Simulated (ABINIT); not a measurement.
A run of ABINIT 10.8.3 (patched build):

Contents of run.abi:

```
ndtset 7
getwfk -1
scalecart1 3*0.9795861087
scalecart2 3*0.9864848297
scalecart3 3*0.9932883884
scalecart4 3*1.0000000000
scalecart5 3*1.0066227096
scalecart6 3*1.0131594038
scalecart7 3*1.0196128224

pp_dirpath "./"
pseudos "Te.GGA_PBE-JTH.xml, Be.GGA_PBE-JTH.xml"

acell 3*1.0
rprim
     0.0000000000     5.2345413652     5.2345413652
     5.2345413652     0.0000000000     5.2345413652
     5.2345413652     5.2345413652     0.0000000000
ntypat 2
znucl 52 4
natom 2
typat 1 2
xred
     0.7500000000     0.7500000000     0.7500000000
     0.0000000000     0.0000000000     0.0000000000

ecut 23.0
pawecutdg 45.0
pawxcdev 0

kptopt 1
ngkpt 8 8 8
nshiftk 1
shiftk 0.0 0.0 0.0

ixc 11

nband 9
occopt 3
tsmear 0.00183747

nstep 100
tolvrs 1.0e-9

iomode 3
prtwf 1
prtden 0
prteig 0
prtebands 0
enunit 2
```

Potentials or basis: JTH PAW PBE v2.0.

Launch:

```sh
$ abinit run.abi > log 2>&1
```

Hardware: 1 thread of Arm Neoverse V1, on a shared host.

Q: Estimate the wall time of this run.

A: Run time: 71 s on 1 thread of Arm Neoverse V1 (shared host), peak memory 0.14 GiB. Counts: scf iterations 59, mpi ranks 1, k points 29, bands 9, plane waves 1433.
